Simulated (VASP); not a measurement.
A run of VASP 6.6.1 is set up as follows.

File INCAR:

```
PREC = Accurate ; ENCUT = 520
EDIFF = 1E-6 ; ISMEAR = 0
SIGMA = 0.1 ; LREAL = False
LASPH = True ; NELM = 100
ALGO = Fast ; ISIF = 2
LWAVE = False ; LCHARG = False
LDIPOL = True ; IDIPOL = 3
DIPOL = 0.5 0.5 0.500 ; GGA = PE
NBANDS = 18
```

Contents of KPOINTS:

```
Automatic mesh
0
Gamma
  12 12 1
```

Contents of POSCAR:

```
Al
1.0
    2.8577415166      0.0000000000      0.0000000000
   -1.4288707583      2.4748767508      0.0000000000
    0.0000000000      0.0000000000     26.6666808873
Al
6
Direct
    0.6666666667      0.3333333333      0.2812498500
    0.3333333333      0.6666666667      0.3687499100
    0.0000000000      0.0000000000      0.4562499700
    0.6666666667      0.3333333333      0.5437500300
    0.3333333333      0.6666666667      0.6312500900
    0.0000000000      0.0000000000      0.7187501500
```

Potentials or basis: VASP PAW PBE potentials, release 64 (Al).

The run is started by

```bash
$ cat potpaw_PBE.64/Al/POTCAR > POTCAR
$ mpirun -np 1 vasp_std > vasp.out
```

What does it give for the band gap on the k mesh?

None (metal or under the smearing width).

What does it give for the largest force?

0.123 eV/Å.

Forces in eV/Å, atoms in the order of the input:
```
Al   0.000  0.000 -0.060
Al   0.000  0.000  0.123
Al   0.000  0.000 -0.046
Al   0.000  0.000  0.046
Al   0.000  0.000 -0.123
Al   0.000  0.000  0.060
```
